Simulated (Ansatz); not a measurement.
Crystal: Bi.

```
Bi
1.0
     2.26750    1.30914    3.93800
    -2.26750    1.30914    3.93800
     0.00000   -2.61828    3.93800
Bi
2
Direct
  0.76600 0.76600 0.76600
  0.23400 0.23400 0.23400
```

Below is the output of Ansatz 0.2.0 for this cell. Logs are shortened: lines on timing, memory, paths and dates and some standing lists are left out, and cuts for length are marked.

```text
Warning: RAYON_NUM_THREADS=2 ignored (pool sized by the plan → 2); use --threads N
scf.n_extra_bands = 6 over 15 filled bands (N_el = 30.0): the run solves 21 bands
Engine: ansatz 0.2.0, aarch64-unknown-linux-gnu
Pseudopotentials: kind: paw
Pseudopotential: Bi, paw, valence charge 15, recommended cutoff 420 eV (normal), Bi.paw.azcp
Functional definition: PBEsol
  exchange = pbesol_x
  correlation = pbesol_c
Crystal: 2 atoms, lattice volume = 70.139 Å³
Basis set: ecut = 420 eV, 1369 PW (Γ), exchange–correlation on 64×64×64 points (8 copies of the dense FFT grid, shifted against one another)
Bands: 21, of which v1, the nominal top of the filled ones, is band 15 counted from 1 (14 counted from 0)
Symmetry: 12 space group operations
Space group: R-3m (ITA 166), of the structure as read, at distance tolerance 4.1e-5 Å
k-points: 44 of 343
Non-local potential: Bi, projectors of the file, l = 0: 2, l = 1: 2, l = 2: 2, l = 3: 2
PAW form: soft (Blöchl's): semilocal exchange-correlation on the pseudo side does not see the compensation charge
PAW frozen core: Bi, regenerated for the run's functional, and the local potential with it (the file was generated under x = pbe(κ = 0.804, μ = 0.2195149727645171), c = pbe(β = 0.06672455060314922))
PAW one-centre angular grid: Bi, 590 points (default); XC on 64 Gauss nodes
Initial density: superposition of atomic densities (neutral atoms: chi_scale 0, normalization atom), corrected by the library's trained network
Initial wavefunctions: pseudopotential atomic-orbital guess
Functional: x = pbesol(κ = 0.804, μ = 0.12345679012345678), c = pbesol(β = 0.046)
SCF iter   1: F=—  HF=-24484.023471 eV  |F-HF|=—  |Δ(HF+E_count)|=         —  Δρ=1.55e-3  dr2=2.31e-3  ethr=1.77e-3  ⟨swp⟩=6.9  Hψ=4809  notcnv=0  defer=6
preconditioner: auto → none  [insulator: Δε(μ)=0.261 eV  Ē_g=21.784 eV  σ=0.050 eV  W_gap=0.85  n_scr=14 (ndim 8)  ℏωp=24.3 eV  f_vac=0.003  D(μ)=0.14/eV (n_scr^D=0)  ε∞_Penn≈2.2]
SCF iter   2: F=—  HF=-24484.021439 eV  |F-HF|=—  |Δ(HF+E_count)|=   2.03e-3  Δρ=5.90e-4  dr2=2.66e-4  ethr=7.71e-6  ⟨swp⟩=2.5  Hψ=1938  notcnv=0  defer=16
SCF iter   3: F=—  HF=-24484.021447 eV  |F-HF|=—  |Δ(HF+E_count)|=   7.42e-6  Δρ=2.08e-4  dr2=3.68e-5  ethr=8.87e-7  ⟨swp⟩=2.0  Hψ=1524  notcnv=0  defer=16
SCF iter   4: F=—  HF=-24484.021445 eV  |F-HF|=—  |Δ(HF+E_count)|=   1.44e-6  Δρ=7.66e-5  dr2=2.93e-6  ethr=1.23e-7  ⟨swp⟩=2.0  Hψ=1522  notcnv=0  defer=16
SCF iter   5: F=—  HF=-24484.021448 eV  |F-HF|=—  |Δ(HF+E_count)|=   2.08e-6  Δρ=2.09e-5  dr2=2.27e-7  ethr=9.76e-9  ⟨swp⟩=2.0  Hψ=1502  notcnv=0  defer=16
SCF iter   6: F=-24484.021447 eV  HF=-24484.021447 eV  |F-HF|=2.75e-9  |Δ(HF+E_count)|=   1.07e-7  Δρ=3.98e-6  dr2=6.11e-9  ethr=3.33e-10  ⟨swp⟩=13.1  Hψ=7565  notcnv=0
SCF 1 converged in 6 iterations: F = -24484.021447 eV  dr2 = 6.11e-9
  greatest PAW one-centre occupation: 0.987 electrons in one spin orbital (limit 2), on the Bi atom at site 1 (counted from 0), in its partial waves of l = 2
NSCF: frozen V_eff on 130 k-points
SCF converged after 6 iterations
Free energy (F): -24484.021447 eV
Harris-Foulkes:  -24484.021447 eV  (|F-HF|=2.75e-9)
Internal energy: -24484.019986 eV  (E = F + TS)
E sigma→0 (E₀):  -24484.020717 eV
Entropy (-TS):   -0.001461 eV (-0.730 meV/atom)
Fermi energy:    9.493294 eV
--- Per-component energies (eV) ---
  E_band       = -220.327372
  E_kinetic    = 605.437869
  E_local      = -3113.164276  (includes V_loc(G=0)·N_el)
  E_nonlocal   = 1122.950956
  E_hartree    = 1013.471345
  E_xc         = -300.125777
  E_vxc        = -287.809655  (∫ρ·V_xc dr)
  E_paw        = -21019.237407  (= ΣΔE_a)
  E_vpaw       = -574.686721  (= ΣTr[D̂ρ^β])
  E_aug_tail   = -0.000926  (compensation charges beyond the density's cutoff)
  E_ewald      = -2793.531276
  E_core_change = 0.179504  (= ΣΔE_core)
  E_smearing   = -0.001461  (= −TS)
  E_closure    = 0.000000  (closes the sum)
  Σ components = -24484.021447   (vs F -24484.021447, Δ=0.00e0)
--- Forces (eV/Å), atoms counted from 1 ---
  atom   1  Bi    -0.00000000    -0.00000000    -0.12934819
  atom   2  Bi     0.00000000     0.00000000     0.12934819
  max |Σ_I F_I| component: 1.39e-17 eV/Å
--- Stress (GPa, compression-positive) ---
       -0.287587       0.000000      -0.000000
        0.000000      -0.287587      -0.000000
       -0.000000      -0.000000      -0.481431
  P = ⅓ Tr σ = -0.3522 GPa (-3.522 kbar)
--- Band table (eV; the first three rows and the last of 44) ---
  k-point 0: bands = ["-13.2778", "-13.2778", "-13.1225", "-13.1225", "-13.1058", "-12.9342", "-12.9217", "-12.9217", "-12.7978", "-12.7978", "-3.5188", "2.1627", "8.1222", "8.3837", "8.3837", "12.1047", "12.5754", "12.5754", "15.2167", "15.3553", "15.3553"]
  k-point 1: bands = ["-13.2631", "-13.2587", "-13.1160", "-13.1109", "-13.0956", "-12.9441", "-12.9315", "-12.9278", "-12.8187", "-12.8134", "-3.3264", "1.7222", "8.1923", "8.3694", "8.4042", "11.6376", "11.9224", "12.1331", "14.5984", "15.1549", "15.5895"]
  k-point 2: bands = ["-13.2248", "-13.2054", "-13.1015", "-13.0798", "-13.0654", "-12.9770", "-12.9591", "-12.9409", "-12.8732", "-12.8531", "-2.7629", "0.6593", "8.2026", "8.3682", "8.6595", "10.4408", "11.0798", "11.2911", "15.0175", "15.9720", "16.5954"]
  k-point 43: bands = ["-13.1890", "-13.1885", "-13.0883", "-13.0814", "-13.0640", "-12.9714", "-12.9535", "-12.9497", "-12.8997", "-12.8951", "-2.1452", "-0.2768", "6.8713", "8.3826", "8.7198", "10.6405", "11.0568", "12.6511", "16.0036", "17.0596", "17.6680"]
```

What input gives this log?

Band structure with PBEsol, no spin polarisation. The files as run (others can give the same):

input.yaml
```yaml
crystal:
  lattice:
    - [2.2675, 1.3091417354, 3.938]
    - [-2.2675, 1.3091417354, 3.938]
    - [0.0, -2.6182834708, 3.938]
  atoms:
    - { symbol: Bi, position: [0.766, 0.766, 0.766] }
    - { symbol: Bi, position: [0.234, 0.234, 0.234] }
hamiltonian:
  xc: pbesol
  pseudopotentials: { kind: paw }
kpoints:
  mp_grid: { grid: [7, 7, 7] }
  band_path:
    path:
      - [[0.0, 0.0, 0.0], [0.5, 0.0, 0.0], [0.5, 0.2403434496, -0.2403434496]]
      - [[0.7596565504, 0.5, 0.2403434496], [0.5, 0.5, 0.5], [0.0, 0.0, 0.0], [0.3701717248, 0.0, -0.3701717248]]
      - [[0.6298282752, 0.3701717248, 0.0], [0.5, 0.5, 0.0], [0.6298282752, 0.6298282752, 0.2403434496], [0.5, 0.5, 0.5]]
      - [[0.5, 0.0, 0.0], [0.7596565504, 0.3701717248, 0.3701717248]]
    npoints: 14
scf:
  occupations: { method: fermi_dirac, width: 0.05 }
  n_extra_bands: 6
output:
  forces: true
  stress: true
  eigenvalues: true
  fatbands: true
  write_density: true
  write_potential: true
  elf: true
  volumetric_format: npy
```

Potentials or basis: Ansatz PAW.
The run is started by
```sh
$ ansatz run input.yaml --threads 2 --pin off --max-ram 5632MiB --backend cpu --events-out ev --progress --plain --runs-dir out
```

Caveat: spin-orbit coupling is left out, which moves the levels of the heavy elements; the PAW data sets come from PBE, with cores solved anew for the run's functional, which leaves a small shift of forces and pressure.
